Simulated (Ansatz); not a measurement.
# Indium, body-centred tetragonal under r²SCAN: convergence with the plane-wave cutoff

Aim: find which plane-wave cutoff is enough for energy and pressure. The geometry was relaxed under r²SCAN beforehand and stays fixed; 9 values are run, from 150 to 800 eV. Wanted are the values from which on the energy stays within 10 and 1 meV/atom, and the pressure within 0.5 GPa, of the last run. Within the series other settings stay, but some runs also write fields, which adds to their time. Spin polarisation is left out.

Program: Ansatz 0.2.0. Level of theory: DFT r²SCAN, plane waves with PAW, scalar-relativistic. These are calculated values, not measurements.

### 1 The system as given

The structure is monoclinic, space group C2/m (No. 12). The conventional cell has a = 4.492 Å, b = 4.639 Å, c = 3.339 Å, α = 90.00°, β = 130.88°, γ = 90.00°. In (site symmetry 2/m) has 12 In at 3.23 to 3.43 Å as nearest neighbours.

Structure file:

```cif
data_structure
_symmetry_space_group_name_H-M 'P 1'
_symmetry_Int_Tables_number 1
_cell_length_a 3.4286
_cell_length_b 3.4286
_cell_length_c 3.3385
_cell_angle_alpha 123.025
_cell_angle_beta 123.025
_cell_angle_gamma 85.144
_cell_volume 26.30
loop_
_atom_site_label
_atom_site_type_symbol
_atom_site_fract_x
_atom_site_fract_y
_atom_site_fract_z
_atom_site_occupancy
In1 In 0.00000 0.00000 0.00000 1
```

### 2 A run at the usual settings, for scale

The input, input.yaml:

```yaml
crystal:
  lattice:
    - [-1.6190646052, 1.6612415974, 2.5247666629]
    - [1.6612415974, -1.6190646052, 2.5247666629]
    - [1.5669310712, 1.5669310712, -2.4970521319]
  atoms:
    - { symbol: In, position: [0.0, 0.0, 0.0] }
hamiltonian:
  xc: r2scan
  pseudopotentials:
    kind: paw
    azcp:
      In: "pseudopotentials/In.paw.azcp"
basis:
  ecutwfc: 500
  fft_grid_basis: typed
kpoints:
  mp_grid: { grid: [19, 19, 23], shift: [0, 0, 0] }
magnetization:
  spin_polarized: false
scf:
  occupations: { method: fermi_dirac, width: 0.1 }
  lower_state_search: "off"
output:
  stress: true
  write_density: true
  write_potential: true
  elf: true
  volumetric_format: npy
```

Started as:

```bash
> ansatz run input.yaml --threads 2 --pin off --max-ram 5120MiB --backend cpu --events-out ev --progress --plain --runs-dir out
```

### 3 With a cutoff of 150 eV

The run at 150 eV.

input.yaml, as its differences from that of step 2:

```diff
@@ -14,6 +14,6 @@
 basis:
-  ecutwfc: 500
+  ecutwfc: 150
   fft_grid_basis: typed
 kpoints:
-  mp_grid: { grid: [19, 19, 23], shift: [0, 0, 0] }
+  mp_grid: { grid: [11, 11, 14], shift: [0, 0, 0] }
 magnetization:
@@ -25,5 +25 @@
   stress: true
-  write_density: true
-  write_potential: true
-  elf: true
-  volumetric_format: npy
```

### 4 With a cutoff of 200 eV

The run at 200 eV.

input.yaml, as its differences from that of step 3:

```diff
@@ -14,3 +14,3 @@
 basis:
-  ecutwfc: 150
+  ecutwfc: 200
   fft_grid_basis: typed
```

### 5 With a cutoff of 250 eV

The run at 250 eV.

input.yaml, as its differences from that of step 4:

```diff
@@ -14,3 +14,3 @@
 basis:
-  ecutwfc: 200
+  ecutwfc: 250
   fft_grid_basis: typed
```

### 6 With a cutoff of 300 eV

The run at 300 eV.

input.yaml, as its differences from that of step 5:

```diff
@@ -14,3 +14,3 @@
 basis:
-  ecutwfc: 250
+  ecutwfc: 300
   fft_grid_basis: typed
```

### 7 With a cutoff of 350 eV

The run at 350 eV.

input.yaml, as its differences from that of step 6:

```diff
@@ -14,3 +14,3 @@
 basis:
-  ecutwfc: 300
+  ecutwfc: 350
   fft_grid_basis: typed
```

### 8 With a cutoff of 420 eV

The run at 420 eV.

input.yaml, as its differences from that of step 7:

```diff
@@ -14,3 +14,3 @@
 basis:
-  ecutwfc: 350
+  ecutwfc: 420
   fft_grid_basis: typed
@@ -25 +25,5 @@
   stress: true
+  write_density: true
+  write_potential: true
+  elf: true
+  volumetric_format: npy
```

### 9 With a cutoff of 500 eV

The run at 500 eV.

input.yaml, as its differences from that of step 8:

```diff
@@ -14,3 +14,3 @@
 basis:
-  ecutwfc: 420
+  ecutwfc: 500
   fft_grid_basis: typed
@@ -25,5 +25 @@
   stress: true
-  write_density: true
-  write_potential: true
-  elf: true
-  volumetric_format: npy
```

### 10 With a cutoff of 600 eV

The run at 600 eV.

input.yaml, as its differences from that of step 9:

```diff
@@ -14,3 +14,3 @@
 basis:
-  ecutwfc: 500
+  ecutwfc: 600
   fft_grid_basis: typed
```

### 11 With a cutoff of 800 eV

The run at 800 eV.

input.yaml, as its differences from that of step 10:

```diff
@@ -14,3 +14,3 @@
 basis:
-  ecutwfc: 600
+  ecutwfc: 800
   fft_grid_basis: typed
@@ -25 +25,5 @@
   stress: true
+  write_density: true
+  write_potential: true
+  elf: true
+  volumetric_format: npy
```

(Steps that only read results are left out.)

Before running it: what results should come out?

The runs gave:

| quantity | value |
| --- | --- |
| E(σ → 0) stays within 10 meV/atom of 800 eV | from 350 eV on |
| E(σ → 0) stays within 1 meV/atom | from 500 eV on |
| pressure stays within 0.5 GPa | from 200 eV on |
| pressure at 800 eV | 0.08 GPa |
| CPU time, dearest over cheapest | 11 |
| run at the usual settings (mesh 19×19×23 against the series' 11×11×14, 500 eV) | 0.0 meV/atom from 800 eV, 0.02 GPa |

What this shows: At 150 eV the energy differs by +55720 meV/atom and the pressure by -19.5 GPa. The energy falls at each step up in cutoff, as the variational principle asks. 1 meV/atom is reached at 500 eV; energy differences often converge earlier, as errors cancel. Too low a cutoff pulls the pressure down (Pulay stress).
